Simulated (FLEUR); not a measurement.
I:

```
I
1.0
     3.63503   -2.39502    0.00000
     3.63503    2.39502    0.00000
     0.00000    0.00000    9.79344
I
4
Direct
  0.64930 0.35070 0.38440
  0.14930 0.85070 0.11560
  0.35070 0.64930 0.61560
  0.85070 0.14930 0.88440
```

Base run:

```yaml
Program: FLEUR MaX-R8.1 (later development tree)
Functional: LDA
Potentials_or_basis: all-electron
Basis: FLAPW
Kmax: 4.19 1/bohr
k_mesh: 7 × 7 × 3
Occupations: fermi-dirac, width 0.05 eV
Spin: no spin polarisation
```

Its results: band gap on the k mesh 1.24 eV, indirect (least direct gap 1.32 eV).

Question: The run is repeated on the same cell with these changes: functional from LDA to r2SCAN. What comes out?

Answer: Band gap on the k mesh 1.55 eV, indirect (least direct gap 1.64 eV).

r2SCAN gives the wider gap, since meta-GGAs in the generalised Kohn-Sham scheme recover part of the derivative discontinuity.

Caveats: spin-orbit coupling is left out, which moves the levels of the heavy elements; the meta-GGA is that of a development version, with a GGA for the radial functions and cores and without core tails (some runs).

Not every run made on this cell is shown here.
